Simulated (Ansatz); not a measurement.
Runs of Ansatz 0.2.0 on NbP. It takes space group I4_1md (No. 109, tetragonal). Conventional cell: a = 3.350 Å, b = 3.350 Å, c = 11.480 Å, α = 90.00°, β = 90.00°, γ = 90.00°. Around Nb (site symmetry 2mm) lie 6 P at 2.55 Å. P (site symmetry 2mm) is surrounded by 6 Nb at 2.55 Å. The cell is a database's computed one.

```csv
task,level,spin,cell,k mesh,smearing,points for each segment of the path,mesh quality,gap on the mesh (eV),pressure (GPa),relaxed volume (Å³/atom),largest force (eV/Å)
band structure,PBEsol,off,as given,11 × 11 × 11,fermi-dirac 0.05 eV,14,not flagged,none,(a),-,0.02
band structure,LDA,off,as given,11 × 11 × 11,fermi-dirac 0.05 eV,14,not flagged,none,(b),-,0.02
single point,PBE,off,as given,11 × 11 × 11,gaussian 0.011 eV,-,not flagged,none,-1.1,-,0.02
band structure,B3LYP,off,as given,6 × 6 × 6,fermi-dirac 0.05 eV,4,coarse,-,(c),-,0.02
band structure,LDA,"SOC, no magnetisation",as given,8 × 8 × 8,fermi-dirac 0.05 eV,14,not flagged,none,-9.3,-,0.02
band structure,PBE,"SOC, no magnetisation",as given,8 × 8 × 8,fermi-dirac 0.05 eV,14,not flagged,none,-1.0,-,0.02
relaxation of cell and atoms,PBEsol,off,relaxed,11 × 11 × 11,fermi-dirac 0.05 eV,-,not flagged,0.06,0.0,15.56,-
relaxation of cell and atoms,LDA,off,relaxed,11 × 11 × 11,fermi-dirac 0.05 eV,-,not flagged,-,0.0,15.32,-
```

Alike in all rows: potentials or basis Ansatz PAW; cutoff (eV) 420.

Problem. Fill in the values left out.

Solution. (a) -6.4; (b) -9.4; (c) 2.6.

Caveats: some runs use coarse meshes; the PAW data sets come from PBE, with cores solved anew for the run's functional, which leaves a small shift of forces and pressure (some runs); the plane-wave basis is chosen anew once the cell has moved, so the energies of steps on either side of that aren't comparable (some runs); the thresholds are loose for stress (some runs); odd divisions of the mesh miss points on the zone boundary, where band edges often lie, so the gap on the mesh can be too wide (some runs).

A k mesh can miss the band edges, and rows without SOC leave out spin-orbit coupling on Nb.

A gap of «none» marks a metal or a gap under the smearing width.
